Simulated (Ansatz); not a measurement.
# MgI2: the cost of one run

Method: DFT PBEsol, scalar-relativistic, plane waves, PAW, in Ansatz 0.2.0.

### Step 1. Starting point

It takes space group P-3m1 (No. 164, trigonal). The conventional cell has a = 4.154 Å, b = 4.154 Å, c = 6.862 Å, α = 90.00°, β = 90.00°, γ = 120.00°. Mg (site symmetry -3m) has 6 I at 2.92 Å in its first shell of neighbours. Around I (site symmetry 3m) lie 3 Mg at 2.92 Å.

Structure file:

```
CELL_PARAMETERS angstrom
4.15370 0.00000 0.00000
-2.07685 3.59721 0.00000
0.00000 0.00000 6.86200
ATOMIC_POSITIONS crystal
Mg 0.00000 0.00000 0.00000
I 0.33333 0.66667 0.75763
I 0.66667 0.33333 0.24237
```

Source of the structure: the Crystallography Open Database.

(A quick probe on a coarse mesh, which set the mesh and smearing, is not shown.)

### Step 3. Full relaxation

input.yaml

```yaml
crystal:
  lattice:
    - [4.1537001214, 0.0, 0.0]
    - [-2.0768500607, 3.5972098248, 0.0]
    - [0.0, 0.0, 6.862]
  atoms:
    - { symbol: Mg, position: [0.0, 0.0, 0.0] }
    - { symbol: I, position: [0.3333333333, 0.6666666667, 0.75763] }
    - { symbol: I, position: [0.6666666667, 0.3333333333, 0.24237] }
basis:
  ecutwfc: 420
kpoints:
  mp_grid: { grid: [6, 6, 4] }
hamiltonian:
  xc: pbesol
scf:
  occupations: { method: gaussian, width: 0.02 }
output:
  forces: true
  stress: true
  eigenvalues: true
relax:
  adjacent_minimum: "off"
  f_tol: 0.005
  max_steps: 80
  cell: { stress_tol: 0.05 }
```

The run is started by

```
> ansatz run input.yaml --threads 1 --pin off --max-ram 2560MiB --backend cpu --events-out ev --progress --plain --runs-dir out
```

Q: Estimate wall time and peak memory on 1 thread of Arm Neoverse V1, shared host.

About 29 s, with a peak of 0.38 GiB.
